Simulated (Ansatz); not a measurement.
## In2SSe monolayer in a perpendicular field

What dipole does a perpendicular field induce in the In2SSe monolayer, and does the gap follow? A positive field points along +c.

Program: Ansatz 0.2.0. Level of theory: plane-wave DFT, PBE-D3(BJ), Ansatz PAW (set soft_1); PAW set soft_1. Results are calculated unless marked as measured.

### Step 1. The structure

The cell holds 4 atoms: 1 Se, 2 In and 1 S. Cell: a = 4.017 Å, b = 4.017 Å, c = 41.155 Å, α = 90.0°, β = 90.0°, γ = 120.0°. Vacuum lies along c.

### Step 2. Relaxing the slab

The starting cell is a guess, so the in-plane lattice and the atoms are relaxed first, with the slab cut off from its images along the normal.

input.yaml

```yaml
crystal:
  lattice:
    - [4.017, 0.0, 0.0]
    - [-2.0085, 3.478824047, 0.0]
    - [0.0, 0.0, 41.1554838417]
  atoms:
    - { symbol: Se, position: [0.3333333333, 0.6666666667, 0.4385806778] }
    - { symbol: In, position: [0.0, 0.0, 0.4697328586] }
    - { symbol: In, position: [0.0, 0.0, 0.5387394583] }
    - { symbol: S, position: [0.3333333333, 0.6666666667, 0.5614193222] }
  periodic: [true, true, false]
kpoints:
  mp_grid: { grid: [12, 12, 1] }
hamiltonian:
  xc: pbe
  dispersion: d3bj
  pseudopotentials: { kind: paw, azcp: { folder: soft_1 } }
scf:
  occupations: { method: fermi_dirac, width: 0.05 }
  convergence: { dr2_threshold: 1.0e-09 }
relax:
  f_tol: 0.004
  max_steps: 90
  cell: {}
output:
  write_potential: true
  write_density: true
  volumetric_format: npy
```

The run is started by

```bash
$ ansatz run input.yaml --threads 2 --pin off --max-ram 3072MiB --backend cpu --events-out ev --progress --plain --runs-dir out
```

Numbers of over 12 decimals in the logs are rounded to 6 here.

The log of the run:

```text
Warning: relax.cell: scf.convergence.dr2_threshold = 1e-9 eV is looser than the 1.76469866423e-10 eV advised for a relaxation that steers and ends on the stress (1e-10 eV for each atom of the cell: 4, times the square of relax.cell.stress_2d_tol = 0.05 N/m over 15.1 Å (the atoms' height at the walk's start and 5 Å past either face), 3.321e-2 GPa, over a crystal's default 0.05). What an SCF threshold leaves in a stress goes as its square root, and in the free energy as the threshold itself, and one threshold admits the most on a small cell: [figures from the program's tests cut] Set scf.convergence.dr2_threshold to 1.76469866423e-10 eV or tighter. [rest of the remark cut]
Engine: ansatz 0.2.0, aarch64-unknown-linux-gnu
Pseudopotentials: kind: paw
Pseudopotential: Se, paw, valence charge 16, recommended cutoff 420 eV (normal), soft_1/Se.paw.azcp
Pseudopotential: In, paw, valence charge 13, recommended cutoff 420 eV (normal), soft_1/In.paw.azcp
Pseudopotential: S, paw, valence charge 6, recommended cutoff 420 eV (normal), soft_1/S.paw.azcp
Functional definition: PBE
  parameter kappa = 0.804
  parameter beta = 0.066725
  exchange = pbe_x(kappa = kappa, mu = beta*pi^2/3)
  correlation = pbe_c(beta = beta)
Crystal: 4 atoms, lattice volume = 575.125 Å³
Basis set: ecut = 420 eV, 11285 PW (Γ), exchange–correlation on 54×54×576 points (8 copies of the dense FFT grid, shifted against one another)
Bands: 29, of which v1, the nominal top of the filled ones, is band 24 counted from 1 (23 counted from 0)
Symmetry: 6 space group operations
Space group: P3m1 (ITA 156), of the structure as read, at distance tolerance 8.3e-5 Å
k-points: 19 of 144 (time reversal used)
Non-local potential: Se, projectors of the file, l = 0: 2, l = 1: 2, l = 2: 3, l = 3: 1
Non-local potential: In, projectors of the file, l = 0: 2, l = 1: 2, l = 2: 2, l = 3: 1
Non-local potential: S, projectors of the file, l = 0: 2, l = 1: 2, l = 2: 1
PAW form: soft (Blöchl's): semilocal exchange-correlation on the pseudo side does not see the compensation charge
PAW one-centre angular grid: Se, 590 points (default); XC on 64 Gauss nodes
PAW one-centre angular grid: In, 590 points (default); XC on 64 Gauss nodes
PAW one-centre angular grid: S, 110 points (default); XC on 64 Gauss nodes
Initial density: superposition of atomic densities (neutral atoms: chi_scale 0, normalization atom)
Initial wavefunctions: pseudopotential atomic-orbital guess
Functional: x = pbe(κ = 0.804, μ = 0.219515), c = pbe(β = 0.066725)
SCF iter   1: F=—  HF=-17570.474514 eV  |F-HF|=—  |Δ(HF+E_count)|=         —  Δρ=1.52e-2  dr2=2.56e0  ethr=3.10e-3  ⟨swp⟩=15.4  Hψ=3990  notcnv=0
preconditioner: auto → Resta (q_TF=auto, 1.804 Å⁻¹)  ε∞=1.5  [insulator: Δε(μ)=1.413 eV  Ē_g=13.340 eV  σ=0.050 eV  W_gap=1.00  n_scr=22 (ndim 8)  ℏωp=9.5 eV  f_vac=0.779  D(μ)=0.00/eV (n_scr^D=0)  ε∞_Penn≈1.5  vacuum switching on, ρ_ref=1.3e-2 e/Å³]
SCF iter   2: F=—  HF=-17569.916569 eV  |F-HF|=—  |Δ(HF+E_count)|=   5.58e-1  Δρ=7.56e-3  dr2=8.27e-1  ethr=3.10e-3  ⟨swp⟩=5.4  Hψ=1443  notcnv=0  defer=16
SCF iter   3: F=—  HF=-17569.881754 eV  |F-HF|=—  |Δ(HF+E_count)|=   3.48e-2  Δρ=4.79e-3  dr2=7.42e-1  ethr=1.72e-3  ⟨swp⟩=5.8  Hψ=1325  notcnv=0  defer=15
SCF iter   4: F=—  HF=-17569.828611 eV  |F-HF|=—  |Δ(HF+E_count)|=   5.31e-2  Δρ=2.74e-3  dr2=1.82e-1  ethr=1.55e-3  ⟨swp⟩=4.4  Hψ=883  notcnv=0  defer=16
SCF iter   5: F=—  HF=-17569.808152 eV  |F-HF|=—  |Δ(HF+E_count)|=   2.05e-2  Δρ=1.44e-3  dr2=1.92e-2  ethr=3.78e-4  ⟨swp⟩=4.1  Hψ=998  notcnv=0  defer=15
SCF iter   6: F=—  HF=-17569.807282 eV  |F-HF|=—  |Δ(HF+E_count)|=   8.71e-4  Δρ=4.16e-4  dr2=1.40e-3  ethr=3.99e-5  ⟨swp⟩=2.6  Hψ=1020  notcnv=0  defer=13
SCF iter   7: F=—  HF=-17569.807549 eV  |F-HF|=—  |Δ(HF+E_count)|=   2.67e-4  Δρ=1.41e-4  dr2=9.73e-5  ethr=2.92e-6  ⟨swp⟩=2.8  Hψ=944  notcnv=0  defer=13
SCF iter   8: F=—  HF=-17569.807583 eV  |F-HF|=—  |Δ(HF+E_count)|=   3.37e-5  Δρ=5.46e-5  dr2=2.26e-5  ethr=2.03e-7  ⟨swp⟩=3.2  Hψ=1278  notcnv=0  defer=13
SCF iter   9: F=—  HF=-17569.807579 eV  |F-HF|=—  |Δ(HF+E_count)|=   3.90e-6  Δρ=2.26e-5  dr2=5.69e-6  ethr=4.71e-8  ⟨swp⟩=2.1  Hψ=911  notcnv=0  defer=13
SCF iter  10: F=—  HF=-17569.807578 eV  |F-HF|=—  |Δ(HF+E_count)|=   6.83e-7  Δρ=3.60e-6  dr2=1.23e-7  ethr=1.19e-8  ⟨swp⟩=3.3  Hψ=1186  notcnv=0  defer=13
SCF iter  11: F=—  HF=-17569.807649 eV  |F-HF|=—  |Δ(HF+E_count)|=   7.13e-5  Δρ=1.10e-6  dr2=7.91e-9  ethr=2.56e-10  ⟨swp⟩=3.1  Hψ=1206  notcnv=0  defer=13
SCF iter  12: F=—  HF=-17569.807649 eV  |F-HF|=—  |Δ(HF+E_count)|=   2.81e-9  Δρ=3.30e-7  dr2=1.10e-9  ethr=1.65e-11  ⟨swp⟩=2.7  Hψ=1151  notcnv=0  defer=13
SCF iter  13: F=—  HF=-17569.807649 eV  |F-HF|=—  |Δ(HF+E_count)|=  2.40e-10  Δρ=1.90e-7  dr2=1.48e-9  ethr=2.08e-12  ⟨swp⟩=11.5  Hψ=4185  notcnv=0
SCF iter  14: F=-17569.807649 eV  HF=-17569.807649 eV  |F-HF|=4.00e-10  |Δ(HF+E_count)|=  3.64e-12  Δρ=8.70e-8  dr2=3.46e-10  ethr=2.08e-12  ⟨swp⟩=8.2  Hψ=3527  notcnv=0
SCF 1 converged in 14 iterations: F = -17569.807649 eV  dr2 = 3.46e-10
  greatest PAW one-centre occupation: 1.000 electrons in one spin orbital (limit 2), on the Se atom at site 0 (counted from 0), in its partial waves of l = 2
relax step   1: F+E_penalty+E_count = -17569.80764948 eV  Δ(F+E_penalty+E_count) = +0.000e0 eV  max|allowed force component| = 1.115e0 eV/Å  Δτ_max = 0.0000 Å  P = +0.724 N/m  Ω = 575.125 Å³  fix = [c, alpha, beta]  reactions: c +0.000 N/m  (14 SCF iters, accepted)
Crystal: 4 atoms, lattice volume = 562.410 Å³
Basis set: ecut = 420 eV, 11093 PW (Γ), exchange–correlation on 54×54×576 points (8 copies of the dense FFT grid, shifted against one another)
Initial density: handed on by an earlier stage of this run
Initial wavefunctions: those handed on with the density
iter 1 solved again at ethr=3.81e-4 eV; its pass at ethr=3.10e-3 eV (dr2=1.83e-1 eV) is discarded
SCF iter   1: F=—  HF=-17569.893491 eV  |F-HF|=—  |Δ(HF+E_count)|=         —  Δρ=2.83e-3  dr2=1.81e-1  ethr=3.81e-4  ⟨swp⟩=2.2  Hψ=4064  notcnv=0
preconditioner: auto → Resta (q_TF=auto, 1.810 Å⁻¹)  ε∞=1.5  [insulator: Δε(μ)=1.763 eV  Ē_g=13.478 eV  σ=0.050 eV  W_gap=1.00  n_scr=22 (ndim 8)  ℏωp=9.7 eV  f_vac=0.782  D(μ)=0.00/eV (n_scr^D=0)  ε∞_Penn≈1.5  vacuum switching on, ρ_ref=1.3e-2 e/Å³]
SCF iter   2: F=—  HF=-17569.917814 eV  |F-HF|=—  |Δ(HF+E_count)|=   2.43e-2  Δρ=3.18e-3  dr2=5.22e-1  ethr=3.77e-4  ⟨swp⟩=6.1  Hψ=1293  notcnv=0  defer=1  recentre
SCF iter   3: F=—  HF=-17569.869085 eV  |F-HF|=—  |Δ(HF+E_count)|=   4.87e-2  Δρ=1.83e-3  dr2=5.12e-2  ethr=3.77e-4  ⟨swp⟩=5.2  Hψ=1147  notcnv=0  defer=14
[...]
SCF iter   2: F=—  HF=-17569.917718 eV  |F-HF|=—  |Δ(HF+E_count)|=   3.35e-4  Δρ=9.60e-4  dr2=3.19e-2  ethr=3.09e-5  ⟨swp⟩=4.7  Hψ=1117  notcnv=0
SCF iter   3: F=—  HF=-17569.915569 eV  |F-HF|=—  |Δ(HF+E_count)|=   2.15e-3  Δρ=6.60e-4  dr2=1.10e-2  ethr=3.09e-5  ⟨swp⟩=3.9  Hψ=944  notcnv=0  defer=8
SCF iter   4: F=—  HF=-17569.914623 eV  |F-HF|=—  |Δ(HF+E_count)|=   9.46e-4  Δρ=2.97e-4  dr2=1.63e-3  ethr=2.30e-5  ⟨swp⟩=1.8  Hψ=768  notcnv=0  defer=9
SCF iter   5: F=—  HF=-17569.914432 eV  |F-HF|=—  |Δ(HF+E_count)|=   1.91e-4  Δρ=1.01e-4  dr2=9.51e-5  ethr=3.40e-6  ⟨swp⟩=2.2  Hψ=740  notcnv=0  defer=9
SCF iter   6: F=—  HF=-17569.914439 eV  |F-HF|=—  |Δ(HF+E_count)|=   6.62e-6  Δρ=3.65e-5  dr2=6.74e-6  ethr=1.98e-7  ⟨swp⟩=2.9  Hψ=976  notcnv=0  defer=9
SCF iter   7: F=—  HF=-17569.914441 eV  |F-HF|=—  |Δ(HF+E_count)|=   1.45e-6  Δρ=1.05e-5  dr2=5.25e-7  ethr=1.40e-8  ⟨swp⟩=3.3  Hψ=1150  notcnv=0  defer=9
SCF iter   8: F=—  HF=-17569.914510 eV  |F-HF|=—  |Δ(HF+E_count)|=   6.98e-5  Δρ=2.58e-6  dr2=3.76e-8  ethr=1.09e-9  ⟨swp⟩=3.4  Hψ=1080  notcnv=0  defer=10
SCF iter   9: F=—  HF=-17569.914510 eV  |F-HF|=—  |Δ(HF+E_count)|=   2.19e-8  Δρ=6.42e-7  dr2=3.68e-9  ethr=7.83e-11  ⟨swp⟩=2.8  Hψ=995  notcnv=0  defer=10
SCF iter  10: F=-17569.914510 eV  HF=-17569.914510 eV  |F-HF|=1.16e-10  |Δ(HF+E_count)|=   1.74e-9  Δρ=2.31e-7  dr2=3.16e-10  ethr=2.08e-12  ⟨swp⟩=11.7  Hψ=4359  notcnv=0
SCF 3 converged in 10 iterations: F = -17569.914510 eV  dr2 = 3.16e-10
relax step   3: F+E_penalty+E_count = -17569.91451036 eV  Δ(F+E_penalty+E_count) = -5.368e-2 eV  max|allowed force component| = 9.123e-2 eV/Å  Δτ_max = 0.0708 Å  P = -0.299 N/m  Ω = 561.723 Å³  energy of the carried Pulay correction = +3.189e-4 eV  fix = [c, alpha, beta]  reactions: c +0.000 N/m  (10 SCF iters, accepted)
[...]
relax step   4: F+E_penalty+E_count = -17569.91616618 eV  Δ(F+E_penalty+E_count) = -1.656e-3 eV  max|allowed force component| = 1.857e-2 eV/Å  Δτ_max = 0.0081 Å  P = -0.181 N/m  Ω = 558.515 Å³  energy of the carried Pulay correction = +3.969e-4 eV  fix = [c, alpha, beta]  reactions: c -0.000 N/m  (8 SCF iters, accepted)
[...]
relax step   5: F+E_penalty+E_count = -17569.91656387 eV  Δ(F+E_penalty+E_count) = -3.977e-4 eV  max|allowed force component| = 7.342e-3 eV/Å  Δτ_max = 0.0033 Å  P = -0.012 N/m  Ω = 556.224 Å³  energy of the carried Pulay correction = +4.531e-4 eV  fix = [c, alpha, beta]  reactions: c -0.000 N/m  (8 SCF iters, accepted)
[...]
relax step   6: F+E_penalty+E_count = -17569.91656866 eV  Δ(F+E_penalty+E_count) = -4.793e-6 eV  max|allowed force component| = 5.506e-4 eV/Å  Δτ_max = 0.0005 Å  P = -0.000 N/m  Ω = 556.153 Å³  energy of the carried Pulay correction = +4.548e-4 eV  fix = [c, alpha, beta]  reactions: c -0.000 N/m  (6 SCF iters, accepted)
Initial wavefunctions: pseudopotential atomic-orbital guess (no wavefunctions were taken with the density)
iter 1 solved again at ethr=1.52e-6 eV; its pass at ethr=3.10e-3 eV (dr2=7.30e-4 eV) is discarded
SCF iter   1: F=—  HF=-17569.916075 eV  |F-HF|=—  |Δ(HF+E_count)|=         —  Δρ=1.69e-5  dr2=4.07e-7  ethr=1.52e-6  ⟨swp⟩=5.0  Hψ=6080  notcnv=0
eigensolver tolerance schedule: the retry pair's looser diagonalisation over-reported the residual by 1790.04 of it (diagonalisation noise at 7.22 of the residual, at the tolerance the schedule requests for it); recorded, not acted on — ethr = c·dr2/N_el stays at c = 1.0e-1
SCF iter   2: F=—  HF=-17569.916127 eV  |F-HF|=—  |Δ(HF+E_count)|=   5.19e-5  Δρ=8.28e-6  dr2=2.77e-7  ethr=8.49e-10  ⟨swp⟩=5.3  Hψ=1749  notcnv=0
SCF iter   3: F=—  HF=-17569.916127 eV  |F-HF|=—  |Δ(HF+E_count)|=   7.33e-8  Δρ=4.27e-6  dr2=4.37e-7  ethr=5.77e-10  ⟨swp⟩=3.7  Hψ=1070  notcnv=0
SCF iter   4: F=—  HF=-17569.916127 eV  |F-HF|=—  |Δ(HF+E_count)|=   1.36e-8  Δρ=2.62e-6  dr2=2.58e-7  ethr=5.77e-10  ⟨swp⟩=2.4  Hψ=652  notcnv=0
SCF iter   5: F=—  HF=-17569.916127 eV  |F-HF|=—  |Δ(HF+E_count)|=   2.10e-8  Δρ=1.18e-6  dr2=4.32e-9  ethr=5.38e-10  ⟨swp⟩=1.9  Hψ=622  notcnv=0
SCF iter   6: F=-17569.916127 eV  HF=-17569.916127 eV  |F-HF|=2.66e-10  |Δ(HF+E_count)|=  2.36e-10  Δρ=5.03e-7  dr2=6.09e-10  ethr=2.08e-12  ⟨swp⟩=13.4  Hψ=5262  notcnv=0
SCF 7 converged in 6 iterations: F = -17569.916127 eV  dr2 = 6.09e-10
relax step   7: F+E_penalty+E_count = -17569.91612725 eV  Δ(F+E_penalty+E_count) = +4.414e-4 eV  max|allowed force component| = 6.022e-4 eV/Å  Δτ_max = 0.0000 Å  P = -0.001 N/m  Ω = 556.153 Å³  fix = [c, alpha, beta]  reactions: c -0.000 N/m  stress off target by 1.40e-3 N/m on what of the cell is left free  SCF on the basis re-selected at this cell (its energy is not comparable with the rows above)  (6 SCF iters)
basis re-selected at this cell: Δ(F+E_penalty+E_count) = +4.414e-4 eV, ΔP = -0.001 N/m vs the last step (what re-selecting the basis moved, of the pressure what is left beyond the Pulay correction that the steps carried, after the strain that the cell walked since its last selection, with what the two solves' SCF thresholds leave and, on support functions, any second-order correction that the steps lacked; it is no m [...]
SCF converged after 6 iterations
Free energy (F): -17569.916127 eV
Harris-Foulkes:  -17569.916127 eV  (|F-HF|=2.66e-10)
Internal energy: -17569.916127 eV  (E = F + TS)
E sigma→0 (E₀):  -17569.916127 eV
Fermi energy:    -5.250869 eV
--- Per-component energies (eV) ---
  E_band       = -1115.688459
  E_kinetic    = 651.862372
  E_local      = -127771.434781  (includes V_loc(G=0)·N_el)
  E_nonlocal   = 334.521710
  E_hartree    = 63386.372353
  E_xc         = -458.588737
  E_vxc        = -350.070296  (∫ρ·V_xc dr)
  E_paw        = -11158.030549  (= ΣΔE_a)
  E_vpaw       = -753.314331  (= ΣTr[D̂ρ^β])
  E_aug_tail   = -0.000079  (compensation charges beyond the density's cutoff)
  E_ewald      = 57446.244949
  E_disp       = -0.863365  (pairwise vdW)
  E_smearing   = -0.000000  (= −TS)
  E_closure    = -0.000000  (closes the sum)
  Σ components = -17569.916127   (vs F -17569.916127, Δ=0.00e0)
--- Forces (eV/Å), atoms counted from 1 ---
  atom   1  Se     0.00000000     0.00000000    -0.00060180
  atom   2  In     0.00000000    -0.00000000     0.00035054
  atom   3  In     0.00000000    -0.00000000    -0.00020102
  atom   4  S      0.00000000     0.00000000     0.00045381
  max |Σ_I F_I| component: 1.53e-6 eV/Å
--- 2D stress c σ (N/m, compression-positive) ---
       -0.001400      -0.000000       0.000000
        0.000000      -0.001400       0.000000
        0.000000       0.000000      -0.000000
  P = ½ c Tr σ = -0.0014 N/m
--- Band table (eV; the first three rows and the last of 19) ---
  k-point 0: bands = [... 20 lower, -7.0955, -6.3407, -6.3407, -6.2768, -4.4748, -3.0832, -0.8432, -0.8432, ... 1 higher]
  k-point 1: bands = [... 20 lower, -7.1678, -6.7751, -6.4262, -6.2260, -4.1407, -2.7140, -1.2654, -0.7759, ... 1 higher]
  k-point 2: bands = [... 20 lower, -7.5163, -7.3554, -6.6440, -6.1930, -3.6020, -2.4361, -1.5795, -0.6784, ... 1 higher]
  k-point 18: bands = [... 20 lower, -8.9482, -7.9453, -7.4827, -7.1661, -3.5402, -2.8744, -2.0272, -0.9946, ... 1 higher]
  the weakly bound empty levels are not read free of the cell's end (no_gap_told)
--- Relaxed structure (6 steps of the walk, 6 accepted, 1 SCFs on fresh bases) ---
  F+E_penalty+E_count = -17569.91612725 eV   max|allowed force component| = 6.022e-4 eV/Å   (the final SCF, on the basis selected at the relaxed cell)
  cell:  # Å, volume = 556.1534 Å³
    - [3.950191, -4.944826366763922e-18, 0]
    - [-1.975096, 3.420966, 0]
    - [0, 0, 41.1554838417]
  atoms:
    - { symbol: Se, position: [0.333333, 0.666667, 0.436794] }
    - { symbol: In, position: [0, -3.7007434155248937e-17, 0.469278] }
    - { symbol: In, position: [0, -3.7007434155248937e-17, 0.537227] }
    - { symbol: S, position: [0.333333, 0.666667, 0.565174] }
```

Elapsed: 95 s, on 2 threads of Arm Neoverse V2, shared host; peak memory 0.8 GiB.

The steps of the relaxation:

| step | energy less that of the first step (eV) | largest force component (eV/Å) | volume (Å³) |
| --- | --- | --- | --- |
| 1 | 0.0000 | 1.1154 | 575.12 |
| 2 | -0.0532 | 1.1062 | 562.41 |
| 3 | -0.1069 | 0.0912 | 561.72 |
| 4 | -0.1085 | 0.0186 | 558.51 |
| 5 | -0.1089 | 0.0073 | 556.22 |
| 6 | -0.1089 | 0.0006 | 556.15 |
| 7* | -0.1085 | 0.0006 | 556.15 |

Relaxation steps marked * repeat the geometry before them on a plane-wave basis chosen anew for their cell, so energy and pressure can jump there.

Forces are held to the 6 operations that the run works with; a distortion that breaks them can't arise in this run.

| cell as run | before | after | change |
| --- | --- | --- | --- |
| a (Å) | 4.017 | 3.950 | -1.7 % |
| b (Å) | 4.017 | 3.950 | -1.7 % |

The atoms that moved most (Å, along periodic axes as changes of fractional coordinates times the final cell, across vacuum about the mean position):

| atom | dx | dy | dz | length |
| --- | --- | --- | --- | --- |
| S4 | 0.000 | 0.000 | 0.155 | 0.155 |
| Se1 | 0.000 | 0.000 | -0.074 | 0.074 |
| In3 | 0.000 | 0.000 | -0.062 | 0.062 |
| In2 | 0.000 | 0.000 | -0.019 | 0.019 |

The lattice constant a goes from 4.017 to 3.950 Å.

(Part 1 of 2 ends here.)

[Logs are printed without paths, hosts, clocks, repeated set-up lines and the standing remarks that a program may print on its own settings, such as how far it seeks lower states.]

[Hosts, paths, dates, database ids (printed as entryN), source tags and the programs' standing remarks are cut or masked in the printed files.]

[Maps of the electrostatic potential energy from Ansatz leave out the sawtooth potential of an applied field or a dipole correction, so their vacuum need not be flat; planar profiles and work functions include it.]
